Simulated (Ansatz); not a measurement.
# W: relaxing cell and atoms and elastic constants, part 2 of 2

Aim: for W, 2 runs in a chain (relaxing cell and atoms and elastic constants).

Ansatz 0.2.0; DFT r2SCAN, scalar-relativistic, plane waves, PAW.

## (3) Elastic constants

It takes the final geometry of step 2.

input.yaml

```yaml
crystal:
  lattice:
    - [-1.5841890235, 1.5841890235, 1.5841890235]
    - [1.5841890235, -1.5841890235, 1.5841890235]
    - [1.5841890235, 1.5841890235, -1.5841890235]
  atoms:
    - { symbol: W, position: [0.0, 0.0, 0.0] }
scf:
  occupations: { method: gaussian, width: 0.1 }
output:
  forces: true
  stress: true
  eigenvalues: true
hamiltonian:
  xc: r2scan
kpoints:
  mp_grid: { grid: [20, 20, 20] }
elastic: {}
```

Run with:

```bash
> ansatz run input.yaml --threads 2 --pin off --max-ram 6144MiB --backend cpu --events-out ev --progress --plain --runs-dir out
```

The program printed:

```text
Warning: RAYON_NUM_THREADS=2 ignored (pool sized by the plan → 2); use --threads N
Engine: ansatz 0.2.0, x86_64-unknown-linux-gnu
Pseudopotentials: kind: paw
Pseudopotential: W, paw, valence charge 14, recommended cutoff 500 eV (meta_gga), W.paw.azcp
Functional definition: r2SCAN
  parameter k0 = 0.174
  parameter k1 = 0.065
  parameter a1 = 4.9479
  exchange = r2scan_x(k0 = k0, k1 = k1, a1 = a1)
  correlation = r2scan_c
Crystal: 1 atoms, lattice volume = 15.903 Å³
Basis set: ecut = 500 eV, 381 PW (Γ), exchange–correlation on 96×96×96 points (64 copies of the dense FFT grid, shifted against one another)
Bands: 11, of which v1, the nominal top of the filled ones, is band 7 counted from 1 (6 counted from 0)
Symmetry: 48 space group operations
Space group: Im-3m (ITA 229), of the structure as read, at distance tolerance 2.5e-5 Å
k-points: 256 of 8000
Non-local potential: W, projectors of the file, l = 0: 3, l = 1: 2, l = 2: 2, l = 3: 1
PAW form: soft (Blöchl's): semilocal exchange-correlation on the pseudo side does not see the compensation charge
PAW frozen core: W, regenerated for the run's functional (the file was generated under x = pbe(κ = 0.804, μ = 0.2195149727645171), c = pbe(β = 0.06672455060314922))
PAW one-centre angular grid: W, 590 points (default); XC on 160 Gauss nodes
Initial density: superposition of atomic densities (neutral atoms: chi_scale 0, normalization atom), corrected by the library's trained network
Initial wavefunctions: pseudopotential atomic-orbital guess
Functional: x = r2scan, c = r2scan; τ floored in thin density (d = 2e-4 eV/Å³)
SCF iter   1: F=—  HF=-10397.286410 eV  |F-HF|=—  |Δ(HF+E_count)|=         —  Δρ=6.12e-3  dr2=1.89e-3  dr2_τ=5.19e-2  ethr=1.77e-3  ⟨swp⟩=5.0  Hψ=16557  notcnv=0
preconditioner: auto → none  [metal: Δε(μ)=0.009 eV  Ē_g=9.498 eV  σ=0.100 eV  W_gap=0.05  n_scr=0 (ndim 8)  ℏωp=22.8 eV  f_vac=0.000  D(μ)=0.35/eV (n_scr^D=0)]
SCF iter   2: F=—  HF=-10397.303046 eV  |F-HF|=—  |Δ(HF+E_count)|=   1.66e-2  Δρ=3.57e-3  dr2=4.62e-4  dr2_τ=1.20e-4  ethr=1.35e-5  ⟨swp⟩=2.2  Hψ=6389  notcnv=0
SCF iter   3: F=—  HF=-10397.303629 eV  |F-HF|=—  |Δ(HF+E_count)|=   5.82e-4  Δρ=6.84e-4  dr2=1.84e-5  dr2_τ=1.28e-5  ethr=3.30e-6  ⟨swp⟩=2.6  Hψ=4236  notcnv=0
SCF iter   4: F=—  HF=-10397.303644 eV  |F-HF|=—  |Δ(HF+E_count)|=   1.53e-5  Δρ=5.46e-5  dr2=1.20e-7  dr2_τ=1.49e-7  ethr=1.31e-7  ⟨swp⟩=2.6  Hψ=4477  notcnv=0
SCF iter   5: F=—  HF=-10397.303645 eV  |F-HF|=—  |Δ(HF+E_count)|=   6.15e-7  Δρ=9.77e-6  dr2=3.16e-9  dr2_τ=2.76e-9  ethr=8.55e-10  ⟨swp⟩=2.8  Hψ=4707  notcnv=0
SCF iter   6: F=—  HF=-10397.303645 eV  |F-HF|=—  |Δ(HF+E_count)|=   8.88e-9  Δρ=2.15e-6  dr2=1.99e-10  dr2_τ=7.56e-11  ethr=2.26e-11  ⟨swp⟩=2.0  Hψ=4357  notcnv=0
SCF iter   7: F=—  HF=-10397.303645 eV  |F-HF|=—  |Δ(HF+E_count)|=  3.98e-10  Δρ=5.06e-7  dr2=1.21e-11  dr2_τ=4.05e-12  ethr=1.42e-12  ⟨swp⟩=2.6  Hψ=4466  notcnv=0
SCF iter   8: F=—  HF=-10397.303645 eV  |F-HF|=—  |Δ(HF+E_count)|=    0.00e0  Δρ=7.80e-8  dr2=2.80e-13  dr2_τ=8.87e-14  ethr=8.62e-14 (applied; sched 1.00e-12)  ⟨swp⟩=2.7  Hψ=4573  notcnv=0  defer=15
SCF iter   9: F=-10397.303645 eV  HF=-10397.303645 eV  |F-HF|=9.09e-12  |Δ(HF+E_count)|=  1.82e-12  Δρ=3.51e-9  dr2=6.58e-16  dr2_τ=4.84e-16  ethr=1.00e-12  ⟨swp⟩=5.0  Hψ=9566  notcnv=0
SCF 1 converged in 9 iterations: F = -10397.303645 eV  dr2 = 6.58e-16
Initial density: handed on by an earlier stage of this run
Initial wavefunctions: those handed on with the density
iter 1 solved again at ethr=1.00e-12 eV; its pass at ethr=3.10e-3 eV (dr2=2.49e-15 eV) is discarded
SCF iter   1: F=—  HF=-10397.303645 eV  |F-HF|=—  |Δ(HF+E_count)|=         —  Δρ=3.45e-9  dr2=6.29e-16  dr2_τ=4.15e-16  ethr=1.00e-12  ⟨swp⟩=1.1  Hψ=17128  notcnv=0
preconditioner: auto → none  [metal: Δε(μ)=0.018 eV  Ē_g=9.506 eV  σ=0.100 eV  W_gap=0.10  n_scr=0 (ndim 8)  ℏωp=22.8 eV  f_vac=0.000  D(μ)=0.37/eV (n_scr^D=0)]
SCF iter   2: F=-10397.303645 eV  HF=-10397.303645 eV  |F-HF|=7.28e-12  |Δ(HF+E_count)|=  9.09e-12  Δρ=1.78e-9  dr2=1.51e-16  dr2_τ=9.67e-18  ethr=1.00e-12  ⟨swp⟩=4.9  Hψ=9471  notcnv=0
SCF 2 converged in 2 iterations: F = -10397.303645 eV  dr2 = 1.51e-16
Crystal: 1 atoms, lattice volume = 15.839 Å³
Symmetry: 16 space group operations
k-points: 641 of 8000
iter 1 solved again at ethr=9.94e-8 eV; its pass at ethr=3.10e-3 eV (dr2=1.39e-5 eV) is discarded
SCF iter   1: F=—  HF=-10397.302710 eV  |F-HF|=—  |Δ(HF+E_count)|=         —  Δρ=5.08e-4  dr2=2.14e-5  dr2_τ=5.31e-4  ethr=9.94e-8  ⟨swp⟩=3.3  Hψ=52354  notcnv=0  defer=28
preconditioner: auto → none  [metal: Δε(μ)=0.006 eV  Ē_g=9.545 eV  σ=0.100 eV  W_gap=0.03  n_scr=0 (ndim 8)  ℏωp=22.9 eV  f_vac=0.000  D(μ)=0.36/eV (n_scr^D=0)]
SCF iter   2: F=—  HF=-10397.303188 eV  |F-HF|=—  |Δ(HF+E_count)|=   4.78e-4  Δρ=2.53e-4  dr2=3.58e-6  dr2_τ=7.33e-7  ethr=9.94e-8  ⟨swp⟩=2.0  Hψ=11554  notcnv=0  defer=28
SCF iter   3: F=—  HF=-10397.303191 eV  |F-HF|=—  |Δ(HF+E_count)|=   3.34e-6  Δρ=1.35e-4  dr2=1.00e-6  dr2_τ=1.33e-7  ethr=2.56e-8  ⟨swp⟩=1.0  Hψ=7034  notcnv=0  defer=28
SCF iter   4: F=—  HF=-10397.303191 eV  |F-HF|=—  |Δ(HF+E_count)|=   9.23e-8  Δρ=3.01e-6  dr2=5.98e-10  dr2_τ=1.65e-10  ethr=7.18e-9  ⟨swp⟩=2.6  Hψ=11101  notcnv=0  defer=28
SCF iter   5: F=—  HF=-10397.303191 eV  |F-HF|=—  |Δ(HF+E_count)|=  3.53e-10  Δρ=3.85e-7  dr2=7.67e-12  dr2_τ=3.10e-12  ethr=4.27e-12  ⟨swp⟩=2.5  Hψ=11461  notcnv=0  defer=28
SCF iter   6: F=—  HF=-10397.303191 eV  |F-HF|=—  |Δ(HF+E_count)|=  1.64e-11  Δρ=6.76e-8  dr2=3.90e-13  dr2_τ=1.33e-13  ethr=5.48e-14 (applied; sched 1.00e-12)  ⟨swp⟩=2.0  Hψ=10859  notcnv=0  defer=31
SCF iter   7: F=-10397.303191 eV  HF=-10397.303191 eV  |F-HF|=5.46e-12  |Δ(HF+E_count)|=  1.46e-11  Δρ=2.01e-8  dr2=4.44e-14  dr2_τ=1.53e-14  ethr=1.00e-12  ⟨swp⟩=5.0  Hψ=24232  notcnv=0
SCF 3 converged in 7 iterations: F = -10397.303191 eV  dr2 = 4.44e-14
Crystal: 1 atoms, lattice volume = 15.967 Å³
iter 1 solved again at ethr=2.33e-10 eV; its pass at ethr=3.10e-3 eV (dr2=3.26e-8 eV) is discarded
SCF iter   1: F=—  HF=-10397.303197 eV  |F-HF|=—  |Δ(HF+E_count)|=         —  Δρ=6.12e-5  dr2=3.11e-8  dr2_τ=5.41e-8  ethr=2.33e-10  ⟨swp⟩=2.6  Hψ=48779  notcnv=0  defer=23
preconditioner: auto → none  [metal: Δε(μ)=0.008 eV  Ē_g=9.466 eV  σ=0.100 eV  W_gap=0.05  n_scr=0 (ndim 8)  ℏωp=22.8 eV  f_vac=0.000  D(μ)=0.38/eV (n_scr^D=0)]
SCF iter   2: F=—  HF=-10397.303198 eV  |F-HF|=—  |Δ(HF+E_count)|=   1.30e-6  Δρ=3.02e-5  dr2=3.51e-9  dr2_τ=4.33e-8  ethr=2.22e-10  ⟨swp⟩=2.0  Hψ=10658  notcnv=0  defer=23
SCF iter   3: F=—  HF=-10397.303198 eV  |F-HF|=—  |Δ(HF+E_count)|=   3.47e-7  Δρ=1.00e-5  dr2=3.87e-10  dr2_τ=4.77e-9  ethr=2.51e-11  ⟨swp⟩=2.1  Hψ=9581  notcnv=0  defer=23
SCF iter   4: F=—  HF=-10397.303199 eV  |F-HF|=—  |Δ(HF+E_count)|=   4.31e-8  Δρ=6.66e-7  dr2=1.08e-11  dr2_τ=1.55e-11  ethr=2.76e-12  ⟨swp⟩=2.0  Hψ=10689  notcnv=0  defer=23
SCF iter   5: F=—  HF=-10397.303199 eV  |F-HF|=—  |Δ(HF+E_count)|=  1.40e-10  Δρ=9.19e-8  dr2=9.44e-13  dr2_τ=3.26e-13  ethr=7.74e-14 (applied; sched 1.00e-12)  ⟨swp⟩=2.0  Hψ=10738  notcnv=0  defer=31
SCF iter   6: F=-10397.303199 eV  HF=-10397.303199 eV  |F-HF|=5.46e-12  |Δ(HF+E_count)|=  7.28e-12  Δρ=1.66e-8  dr2=6.58e-15  dr2_τ=1.01e-14  ethr=1.00e-12  ⟨swp⟩=5.0  Hψ=24782  notcnv=0
SCF 4 converged in 6 iterations: F = -10397.303199 eV  dr2 = 6.58e-15
Crystal: 1 atoms, lattice volume = 15.935 Å³
SCF iter   1: F=—  HF=-10397.303532 eV  |F-HF|=—  |Δ(HF+E_count)|=         —  Δρ=2.74e-7  dr2=1.94e-12  dr2_τ=1.12e-11  ethr=1.00e-12  ⟨swp⟩=8.1  Hψ=53223  notcnv=0  defer=28
preconditioner: auto → none  [metal: Δε(μ)=0.009 eV  Ē_g=9.486 eV  σ=0.100 eV  W_gap=0.05  n_scr=0 (ndim 8)  ℏωp=22.8 eV  f_vac=0.000  D(μ)=0.37/eV (n_scr^D=0)]
SCF iter   2: F=—  HF=-10397.303532 eV  |F-HF|=—  |Δ(HF+E_count)|=  9.09e-12  Δρ=1.37e-7  dr2=4.29e-13  dr2_τ=3.78e-13  ethr=1.39e-14 (applied; sched 1.00e-12)  ⟨swp⟩=2.6  Hψ=16300  notcnv=0  defer=32
SCF iter   3: F=-10397.303532 eV  HF=-10397.303532 eV  |F-HF|=1.82e-12  |Δ(HF+E_count)|=  1.82e-12  Δρ=1.15e-8  dr2=5.09e-15  dr2_τ=6.79e-15  ethr=1.00e-12  ⟨swp⟩=4.4  Hψ=22671  notcnv=0
SCF 5 converged in 3 iterations: F = -10397.303532 eV  dr2 = 5.09e-15
Crystal: 1 atoms, lattice volume = 15.871 Å³
SCF iter   1: F=—  HF=-10397.303533 eV  |F-HF|=—  |Δ(HF+E_count)|=         —  Δρ=2.86e-7  dr2=1.80e-12  dr2_τ=1.63e-11  ethr=1.00e-12  ⟨swp⟩=8.7  Hψ=54016  notcnv=0  defer=25
preconditioner: auto → none  [metal: Δε(μ)=0.014 eV  Ē_g=9.525 eV  σ=0.100 eV  W_gap=0.08  n_scr=0 (ndim 8)  ℏωp=22.8 eV  f_vac=0.000  D(μ)=0.37/eV (n_scr^D=0)]
SCF iter   2: F=—  HF=-10397.303533 eV  |F-HF|=—  |Δ(HF+E_count)|=  1.09e-11  Δρ=1.43e-7  dr2=4.37e-13  dr2_τ=4.07e-13  ethr=1.29e-14 (applied; sched 1.00e-12)  ⟨swp⟩=2.5  Hψ=16648  notcnv=0  defer=32
SCF iter   3: F=-10397.303533 eV  HF=-10397.303533 eV  |F-HF|=5.46e-12  |Δ(HF+E_count)|=  1.82e-12  Δρ=5.79e-9  dr2=7.79e-16  dr2_τ=1.50e-15  ethr=1.00e-12  ⟨swp⟩=2.7  Hψ=25882  notcnv=0
SCF 6 converged in 3 iterations: F = -10397.303533 eV  dr2 = 7.79e-16
Symmetry: 8 space group operations
k-points: 1166 of 8000
iter 1 solved again at ethr=1.73e-7 eV; its pass at ethr=3.10e-3 eV (dr2=2.42e-5 eV) is discarded
SCF iter   1: F=—  HF=-10397.303416 eV  |F-HF|=—  |Δ(HF+E_count)|=         —  Δρ=5.56e-4  dr2=3.90e-5  dr2_τ=1.80e-4  ethr=1.73e-7  ⟨swp⟩=2.0  Hψ=86222  notcnv=0  defer=38
preconditioner: auto → none  [metal: Δε(μ)=0.002 eV  Ē_g=9.505 eV  σ=0.100 eV  W_gap=0.01  n_scr=0 (ndim 8)  ℏωp=22.8 eV  f_vac=0.000  D(μ)=0.37/eV (n_scr^D=0)]
SCF iter   2: F=—  HF=-10397.303526 eV  |F-HF|=—  |Δ(HF+E_count)|=   1.10e-4  Δρ=2.15e-4  dr2=2.18e-6  dr2_τ=6.71e-7  ethr=1.73e-7  ⟨swp⟩=2.0  Hψ=19727  notcnv=0  defer=38
SCF iter   3: F=—  HF=-10397.303527 eV  |F-HF|=—  |Δ(HF+E_count)|=   8.88e-7  Δρ=1.01e-4  dr2=4.75e-7  dr2_τ=2.45e-8  ethr=1.55e-8  ⟨swp⟩=1.0  Hψ=12878  notcnv=0  defer=38
SCF iter   4: F=—  HF=-10397.303527 eV  |F-HF|=—  |Δ(HF+E_count)|=   7.32e-7  Δρ=4.01e-6  dr2=2.07e-9  dr2_τ=1.43e-10  ethr=3.39e-9  ⟨swp⟩=2.3  Hψ=17966  notcnv=0  defer=38
SCF iter   5: F=—  HF=-10397.303527 eV  |F-HF|=—  |Δ(HF+E_count)|=  6.06e-10  Δρ=1.25e-6  dr2=1.77e-10  dr2_τ=1.48e-11  ethr=1.48e-11  ⟨swp⟩=2.6  Hψ=20897  notcnv=0  defer=38
SCF iter   6: F=—  HF=-10397.303527 eV  |F-HF|=—  |Δ(HF+E_count)|=  2.91e-11  Δρ=3.12e-7  dr2=1.14e-11  dr2_τ=1.05e-12  ethr=1.26e-12  ⟨swp⟩=2.4  Hψ=20087  notcnv=0  defer=38
SCF iter   7: F=—  HF=-10397.303527 eV  |F-HF|=—  |Δ(HF+E_count)|=  1.82e-12  Δρ=4.78e-8  dr2=1.92e-13  dr2_τ=3.31e-14  ethr=8.12e-14 (applied; sched 1.00e-12)  ⟨swp⟩=2.6  Hψ=19441  notcnv=0  defer=48
SCF iter   8: F=-10397.303527 eV  HF=-10397.303527 eV  |F-HF|=1.27e-11  |Δ(HF+E_count)|=  1.27e-11  Δρ=2.73e-9  dr2=4.06e-16  dr2_τ=8.29e-16  ethr=1.00e-12  ⟨swp⟩=4.6  Hψ=39067  notcnv=0
SCF 7 converged in 8 iterations: F = -10397.303527 eV  dr2 = 4.06e-16
iter 1 solved again at ethr=3.72e-11 eV; its pass at ethr=3.10e-3 eV (dr2=5.21e-9 eV) is discarded
SCF iter   1: F=—  HF=-10397.303527 eV  |F-HF|=—  |Δ(HF+E_count)|=         —  Δρ=8.04e-6  dr2=5.40e-9  dr2_τ=4.78e-9  ethr=3.72e-11  ⟨swp⟩=2.7  Hψ=89277  notcnv=0  defer=33
preconditioner: auto → none  [metal: Δε(μ)=0.004 eV  Ē_g=9.505 eV  σ=0.100 eV  W_gap=0.02  n_scr=0 (ndim 8)  ℏωp=22.8 eV  f_vac=0.000  D(μ)=0.37/eV (n_scr^D=0)]
SCF iter   2: F=—  HF=-10397.303527 eV  |F-HF|=—  |Δ(HF+E_count)|=   1.45e-8  Δρ=4.55e-6  dr2=1.29e-9  dr2_τ=1.77e-10  ethr=3.72e-11  ⟨swp⟩=2.0  Hψ=19248  notcnv=0  defer=33
SCF iter   3: F=—  HF=-10397.303527 eV  |F-HF|=—  |Δ(HF+E_count)|=  6.68e-10  Δρ=6.08e-7  dr2=2.91e-11  dr2_τ=2.63e-11  ethr=9.20e-12  ⟨swp⟩=2.1  Hψ=20993  notcnv=0  defer=33
SCF iter   4: F=—  HF=-10397.303527 eV  |F-HF|=—  |Δ(HF+E_count)|=  1.64e-11  Δρ=1.16e-7  dr2=8.34e-13  dr2_τ=1.19e-13  ethr=2.08e-13 (applied; sched 1.00e-12)  ⟨swp⟩=2.1  Hψ=18704  notcnv=0  defer=46
SCF iter   5: F=-10397.303527 eV  HF=-10397.303527 eV  |F-HF|=1.82e-12  |Δ(HF+E_count)|=  1.09e-11  Δρ=2.32e-8  dr2=3.11e-14  dr2_τ=3.65e-15  ethr=1.00e-12  ⟨swp⟩=4.9  Hψ=43303  notcnv=0
SCF 8 converged in 5 iterations: F = -10397.303527 eV  dr2 = 3.11e-14
SCF iter   1: F=—  HF=-10397.303615 eV  |F-HF|=—  |Δ(HF+E_count)|=         —  Δρ=3.39e-7  dr2=4.97e-12  dr2_τ=7.60e-12  ethr=1.00e-12  ⟨swp⟩=7.7  Hψ=94056  notcnv=0  defer=41
preconditioner: auto → none  [metal: Δε(μ)=0.011 eV  Ē_g=9.505 eV  σ=0.100 eV  W_gap=0.06  n_scr=0 (ndim 8)  ℏωp=22.8 eV  f_vac=0.000  D(μ)=0.37/eV (n_scr^D=0)]
SCF iter   2: F=—  HF=-10397.303615 eV  |F-HF|=—  |Δ(HF+E_count)|=  7.28e-12  Δρ=1.62e-7  dr2=8.83e-13  dr2_τ=3.46e-13  ethr=3.55e-14 (applied; sched 1.00e-12)  ⟨swp⟩=1.8  Hψ=26596  notcnv=0  defer=48
SCF iter   3: F=-10397.303615 eV  HF=-10397.303615 eV  |F-HF|=7.28e-12  |Δ(HF+E_count)|=  3.64e-12  Δρ=2.52e-8  dr2=1.98e-14  dr2_τ=7.45e-15  ethr=1.00e-12  ⟨swp⟩=2.9  Hψ=48891  notcnv=0
SCF 9 converged in 3 iterations: F = -10397.303615 eV  dr2 = 1.98e-14
SCF iter   1: F=—  HF=-10397.303615 eV  |F-HF|=—  |Δ(HF+E_count)|=         —  Δρ=3.38e-7  dr2=4.94e-12  dr2_τ=7.58e-12  ethr=1.00e-12  ⟨swp⟩=7.8  Hψ=95971  notcnv=0  defer=33
SCF iter   2: F=—  HF=-10397.303615 eV  |F-HF|=—  |Δ(HF+E_count)|=  7.28e-12  Δρ=1.62e-7  dr2=8.77e-13  dr2_τ=3.41e-13  ethr=3.53e-14 (applied; sched 1.00e-12)  ⟨swp⟩=1.9  Hψ=27406  notcnv=0  defer=48
SCF iter   3: F=-10397.303615 eV  HF=-10397.303615 eV  |F-HF|=1.09e-11  |Δ(HF+E_count)|=  5.46e-12  Δρ=2.52e-8  dr2=1.97e-14  dr2_τ=7.55e-15  ethr=1.00e-12  ⟨swp⟩=2.9  Hψ=48888  notcnv=0
SCF 10 converged in 3 iterations: F = -10397.303615 eV  dr2 = 1.97e-14
SCF converged after 2 iterations
Free energy (F): -10397.303645 eV
Harris-Foulkes:  -10397.303645 eV  (|F-HF|=7.28e-12)
Internal energy: -10397.301786 eV  (E = F + TS)
E sigma→0 (E₀):  -10397.302715 eV
Entropy (-TS):   -0.001859 eV (-1.859 meV/atom)
Fermi energy:    22.473742 eV
--- Per-component energies (eV) ---
  E_band       = -97.118020
  E_kinetic    = 450.758317
  E_local      = -601.470003  (includes V_loc(G=0)·N_el)
  E_nonlocal   = 0.947124
  E_hartree    = 216.201653
  E_xc         = -249.149005
  E_vxc        = -260.023550  (∫ρ·V_xc dr)
  E_paw        = -8593.122120  (= ΣΔE_a)
  E_vpaw       = -133.139878  (= ΣTr[D̂ρ^β])
  E_aug_tail   = -0.000056  (compensation charges beyond the density's cutoff)
  E_vtau       = 13.406721  (kinetic-family band-sum trace: ∫τ·v_τ [+ j·A + Jᵃ·Aᵃ] dr)
  E_ewald      = -1620.879747
  E_core_change = -0.587949  (= ΣΔE_core)
  E_smearing   = -0.001859  (= −TS)
  E_closure    = 0.000000  (closes the sum)
  Σ components = -10397.303645   (vs F -10397.303645, Δ=0.00e0)
--- Forces (eV/Å), atoms counted from 1 ---
  atom   1  W      0.00000000    -0.00000000    -0.00000000
  max |Σ_I F_I| component: 2.63e-30 eV/Å
--- Stress (GPa, compression-positive) ---
       -0.004434      -0.000000      -0.000000
        0.000000      -0.004434      -0.000000
        0.000000      -0.000000      -0.004434
  P = ⅓ Tr σ = -0.0044 GPa (-0.044 kbar)
--- Band table (eV; the first three rows and the last of 256) ---
  k-point 0: bands = ["-53.6559", "-16.5660", "-16.5660", "-16.5660", "12.2869", "21.0970", "21.0970", "21.0970", "24.9212", "24.9212", "37.5361"]
  k-point 1: bands = ["-53.6523", "-16.6021", "-16.5772", "-16.5662", "12.4136", "21.0193", "21.0799", "21.2185", "24.7920", "24.9210", "37.6441"]
  k-point 2: bands = ["-53.6420", "-16.7060", "-16.6095", "-16.5667", "12.7827", "20.8010", "21.0103", "21.5797", "24.4943", "24.9257", "37.9252"]
  k-point 255: bands = ["-53.4009", "-17.5151", "-17.5151", "-17.5151", "16.3920", "16.3920", "27.6834", "27.6834", "27.6834", "30.9210", "30.9210"]
--- Elastic constants: 2 strain directions × 4 members + reference (group order 48) ---
  dense FFT box of the reference and of every strained cell: 24×24×24
  strains applied: 11, 23; error gains: componentwise 1.00 (the most a stress slope's error grows in a printed constant), spectral 1.73 (1 for all six strains in a standard setting)
  C = ∂σ_k/∂η_j (tension-positive GPa; Voigt order 11 22 33 23 13 12):
       564.995    195.936    195.936     -0.000      0.000      0.000
       195.936    564.995    195.936     -0.000      0.000     -0.000
       195.936    195.936    564.995     -0.000     -0.000      0.000
         0.000      0.000     -0.000    147.816     -0.000      0.000
        -0.000     -0.000      0.000      0.000    147.816      0.000
        -0.000      0.000     -0.000     -0.000     -0.000    147.816
  reference stress σ⁰ (GPa):      0.004      0.004      0.004     -0.000     -0.000     -0.000
  C* (energy form; C + prestress term) asymmetry max|C*_kj − C*_jk| = 8.527e-14 GPa — a small one proves nothing (zero by symmetry where the batch's group is 432, −43m or m−3m); a large one is finite-difference/SCF noise where every solve meets its electron count
  moduli (Voigt/Reuss/Hill, GPa): K = 318.96/318.96/318.96   G = 162.50/160.60/161.55   E = 414.64   ν = 0.283
  mechanically stable: yes (min eigenvalue of sym C = 147.82 GPa)
  strain η (Voigt 11):  stress-route row diagonal C_11 = 565.00 GPa, energy-path curvature d²(F+E_count+ΔE)/dδ²/Ω₀ = 564.98 GPa
    cells at ±δ against ±2δ: C11 565.06 and 565.26 GPa, apart by 0.04 % of the column's largest entry
         δ    σ_11 (GPa)             F (eV)   n_scf  n_hpsi   n_pw
    -4.000e-3      -2.2924      -10397.3031914       7  136287    420
    -2.000e-3      -1.1347      -10397.3035328       3  104240    420
     2.000e-3       1.1256      -10397.3035320       3   99886    420
     4.000e-3       2.2297      -10397.3031985       6  122917    420
  strain η (Voigt 23):  stress-route row diagonal C_44 = 147.82 GPa, energy-path curvature d²(F+E_count+ΔE)/dδ²/Ω₀ = 147.79 GPa
    cells at ±δ against ±2δ: C44 147.87 and 148.03 GPa, apart by 0.11 % of the column's largest entry
         δ    σ_23 (GPa)             F (eV)   n_scf  n_hpsi   n_pw
    -4.000e-3      -0.5921      -10397.3035275       8  250279    420
    -2.000e-3      -0.2957      -10397.3036155       3  186257    420
     2.000e-3       0.2957      -10397.3036155       3  183535    420
     4.000e-3       0.5921      -10397.3035275       5  205517    420
```

Wall time 67 s (2 threads of AMD EPYC 7R43 (Zen 3), shared host); peak memory 0.65 GiB.

Derived from the tensor and the density, 19.196 g/cm³, with v_l = √((B+4G/3)/ρ), v_t = √(G/ρ), v_m = [(2/v_t³+1/v_l³)/3]^(−1/3) and Θ = (ħ/k_B)·v_m·(6π²n/V)^(1/3):

| quantity | value |
| --- | --- |
| bulk modulus B | 319.0 GPa |
| shear modulus G | 161.5 GPa |
| B/G | 1.97 |
| universal anisotropy index | 0.06 |
| sound speeds v_l, v_t | 5276, 2901 m/s |
| Debye temperature Θ | 383 K |

Young's modulus by Cartesian direction:

```tsv
direction	E (GPa)
(1, 0, 0)	464
(0, 1, 0)	464
(0, 0, 1)	464
(1, 1, 0)	401
(1, 0, 1)	401
(0, 1, 1)	401
(1, 1, 1)	384
```

## (4) The runs side by side

This closing draws on all 2 parts.

| step | volume (Å³/atom) | pressure (GPa) | energy (eV) | gap on the mesh (eV) | time |
| --- | --- | --- | --- | --- | --- |
| 2 | 15.90 | 0.0 | -10397.303 | 0.00 | 15 s |

```
                           quantity                                                                      value
relaxed cell, step 2 (conventional)  a = 3.168 Å, b = 3.168 Å, c = 3.168 Å, α = 90.00°, β = 90.00°, γ = 90.00°
        C11, C12, C44 (relaxed-ion)                                                          565, 196, 148 GPa
       B, G, E (Hill) (relaxed-ion)                                                          319, 162, 415 GPa
        Poisson ratio (relaxed-ion)                                                                       0.28
                  Debye temperature                                                                      383 K
```

In words: It is stable against strain: the least eigenvalue of C is 148 GPa. B/G = 1.97 lies over 1.75, which by Pugh's rule of thumb suggests ductile behaviour; Young's modulus ranges from about 384 to 464 GPa with direction. Against the measured lattice constant a of W, 3.16519 Å (297.95 K; powder; a printed reference work, monograph, original work of 1987), the calculated 3.168 Å is off by +0.1 %. That is the cell relaxed with r2SCAN, without thermal expansion or zero-point motion. Spin-orbit coupling is left out for W.
